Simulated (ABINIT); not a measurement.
## Hf in ABINIT: convergence with pawecutdg

Input of the first run (pawecutdg 19 Ha); the others differ in this setting and in those tied to it:

run.abi

```
# Pseudopotentials
pp_dirpath "./"
pseudos "Hf.GGA_PBE-JTH.xml"

# Structure
acell 5.9079484967 5.9079484967 5.9079484967
rprim
    -0.5773502692     0.5773502692     0.5773502692
     0.5773502692    -0.5773502692     0.5773502692
     0.5773502692     0.5773502692    -0.5773502692
ntypat 1
znucl 72
natom 1
typat 1
xred
     0.0000000000     0.0000000000     0.0000000000

# Plane-wave basis
ecut 19.0
pawecutdg 19.0
pawxcdev 0

# k points
kptopt 1
ngkpt 10 10 10
nshiftk 1
shiftk 0.0 0.0 0.0

# Exchange and correlation
ixc 11

# Bands and occupations
nband 10
occopt 6
tsmear 0.05 eV

# SCF cycle
nstep 100
tolvrs 1.0e-9

# Output
iomode 3
prtwf 0
prtden 0
prteig 0
prtebands 0
```

Potentials or basis: JTH PAW PBE v2.0.

The run is started by

```console
$ abinit run.abi > log 2>&1
```

This isn't the form of Hf at room conditions, which is hcp.

Hardware: 1 thread of Arm Neoverse V1, with other jobs on the host.

Question: The values tried are 19 Ha, 22.8, 28.5, 34.2, 41.8, 51.3, 62.7, loosest first. From which on does the energy stay within 1 meV/atom of the tightest run that finished?

Answer: From 22.8 on.

```csv
pawecutdg,energy less the tightest run (meV/atom),pressure (GPa),SCF cycles,CPU time (s),peak memory (GiB)
19 Ha,-5.98,-4.80,8,7.4,0.08
22.8,0.56,-5.22,9,8.1,0.08
28.5,-0.67,-5.02,9,8.2,0.09
34.2,-0.68,-5.20,9,8.2,0.09
41.8,0.17,-5.11,10,8.8,0.09
51.3,-0.14,-5.11,10,8.9,0.1
62.7,0.00,-5.12,10,9,0.11
```

Against the tightest run, the pressure stays within 0.1 GPa from 28.5 on. The tightest run that finished is the yardstick and may itself not be fully converged.

The run has no spin-orbit coupling, so splittings on Hf are missing.
